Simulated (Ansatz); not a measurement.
## One structure, 4 elements: MgO, CaO, SrO, BaO

Plane-wave DFT in Ansatz with scalar-relativistic PAW potentials, cutoff 420 eV, Γ-centred meshes chosen by cell and gap, Gaussian smearing with energies taken to zero width. Every cell was relaxed (cell and atoms) in a run of its own, within the symmetry of its start. Functional: LDA.

All members share space group Fm-3m and the same sites; only the element on one set of sites changes (Mg, Ca, Sr, Ba). Members needn't be the stable form of their composition. Energies over the elements, where given, are against the elements' standard states in the same functional (H₂, N₂, O₂ and halogens uncorrected, Hg as a solid). The first member:

Space group Fm-3m (No. 225). a = 4.159 Å, b = 4.159 Å, c = 4.159 Å, α = 90.00°, β = 90.00°, γ = 90.00°
```csv
atom,site,symmetry,x,y,z
Mg,4a,m-3m,0.0000,0.0000,0.0000
O,4b,m-3m,0.5000,0.0000,0.0000
```

Q: How do size, gap and binding change down the group?

A:
| compound | V (Å³/atom) | a (Å) | gap on mesh (eV) | energy over elements (eV/atom) |
| --- | --- | --- | --- | --- |
| MgO | 8.99 | 4.159 | 5.03 | -3.056 |
| CaO | 13.04 | 4.708 | 3.45 | -3.341 |
| SrO | 16.24 | 5.064 | 3.12 | -3.081 |
| BaO | 20.06 | 5.434 | 1.68 | -2.834 |

Over the series the volume grows at each step down the group; the gap narrows; binding against the elements is strongest for Ca.

Spin-orbit coupling is left out, which matters for the bands of heavy elements.